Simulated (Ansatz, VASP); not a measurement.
## Two plane-wave programs on BaS

```xyz
2
Lattice="0.0000 3.2119 3.2119 3.2119 0.0000 3.2119 3.2119 3.2119 0.0000" Properties=species:S:1:pos:R:3 pbc="T T T"
Ba    0.0000    0.0000    0.0000
S     3.2119    3.2119    3.2119
```

Alike in both runs: task single point; functional PBE-based screened hybrid; k mesh 4 × 4 × 4; no spin polarisation.

```csv
,VASP,Ansatz
version,VASP 6.6.1,Ansatz 0.2.0
potentials or method,"VASP PAW PBE potentials, release 64 (Ba_sv, S)",plane waves
plane-wave cutoff (eV),520,420
occupations,"gaussian, width 0.01 eV",fixed
valence electrons in the cell,16,16
```

VASP gave:

| Item | Value |
| --- | --- |
| gap on the k mesh at the Fermi level (eV) | 3.14 |
| pressure (GPa) | 0.1 |

**Question.** What did Ansatz give for the same quantities?

**Answer.** gap on the k mesh at the Fermi level (eV): 3.22; pressure (GPa): -0.4.

Ansatz warned: «stress_exchange_threshold_loose».

Caveats: the k mesh is coarse (spacing up to 0.42 Å⁻¹), so the values aren't converged; the PAW data sets were made with another functional, which shifts forces and pressure a little (VASP); spin-orbit coupling is left out, which moves the levels of the heavy elements. A k mesh can miss the band edges.
